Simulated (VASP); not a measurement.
# BN: GW band gap, scheme by scheme

BN, F-43m (no. 216), 2 atoms in the cell. PBE, GW; PAW potentials N_GW, B_GW (PBE set).

| GW scheme | Iterations | Frequency points | Quasiparticle gap on the mesh (eV) | Gap of the starting point on the mesh (eV) | Quasiparticle gap at the zone centre (eV) | Starting gap at the zone centre (eV) | Correction of the gap between the band edges on the mesh (eV) | Time (s) |
|---|---|---|---|---|---|---|---|---|
| G0W0 low-scaling | 1 | 12 | 5.95 | 4.43 | 10.88 | 8.75 | 1.52 | 80 |
| G0W0 | 1 | 48 | 5.99 | 4.43 | 10.92 | 8.75 | 1.56 | 8.9 |
| evGW | 4 | 48 | 6.60 | 4.43 | 11.68 | 8.75 | 2.17 | 19 |
| QSGW | 5 | 48 | 6.89 | 4.43 | 12.04 | 8.75 | 2.46 | 46 |

Limits: the mesh is coarse: the screening isn't converged, and the gap may still move by about 0.1 eV.

## Input of the first row

INCAR.step1:
```
  PREC = Accurate
  ENCUT = 500
  ISMEAR = 0
  SIGMA = 0.05
  LASPH = True
  LREAL = False
  GGA = PE
  ALGO = Normal
  EDIFF = 1E-8
  NELM = 150
  LWAVE = True
  LCHARG = False
  KPAR = 4
```

INCAR.step2, as INCAR.step1 but for:
```
- ALGO = Normal
- NELM = 150
+ ALGO = Exact
+ NELM = 1
+ ISTART = 1
+ NBANDS = 80
+ LOPTICS = True
```

INCAR.step3:
```
  PREC = Accurate
  ENCUT = 500
  ISMEAR = 0
  SIGMA = 0.05
  LASPH = True
  LREAL = False
  GGA = PE
  ALGO = G0W0R
  NBANDS = 80
  NBANDSGW = 8
  ENCUTGW = 200
  NOMEGA = 12
  PRECFOCK = Fast
  ISTART = 1
  LWAVE = False
  LCHARG = False
  MAXMEM = 1800
  LFOCKSTD = True
```

KPOINTS:
```
k-points
0
Gamma
  4 4 4
```

POSCAR:
```
BN
1.0
    0.0000000000      1.8130010000      1.8130010000
    1.8130010000      0.0000000000      1.8130010000
    1.8130010000      1.8130010000      0.0000000000
N B
1 1
Direct
    0.2500000000      0.2500000000      0.2500000000
    0.0000000000      0.0000000000      0.0000000000
```

Commands (each step's output is kept before the next begins):
```
cat potpaw_PBE.64/N_GW/POTCAR potpaw_PBE.64/B_GW/POTCAR > POTCAR
cp INCAR.step1 INCAR
mpirun -np 4 vasp_std > vasp.out
cp INCAR.step2 INCAR
mpirun -np 4 vasp_std > vasp.out
cp INCAR.step3 INCAR
mpirun -np 4 vasp_std > vasp.out
```

Changes of the last row against the first:
```
(step 3)
- ALGO = G0W0R
- NBANDSGW = 8
- NOMEGA = 12
- MAXMEM = 1800
- LFOCKSTD = True
+ ALGO = QPGW
+ NBANDSGW = 14
+ NOMEGA = 48
+ NELMGW = 5
+ LOPTICS = True
+ LPEAD = True
+ KPAR = 4
```

VASP 6.6.1 took 80 s on 4 cores (Intel Xeon Platinum 8488C (Sapphire Rapids)), a shared host.
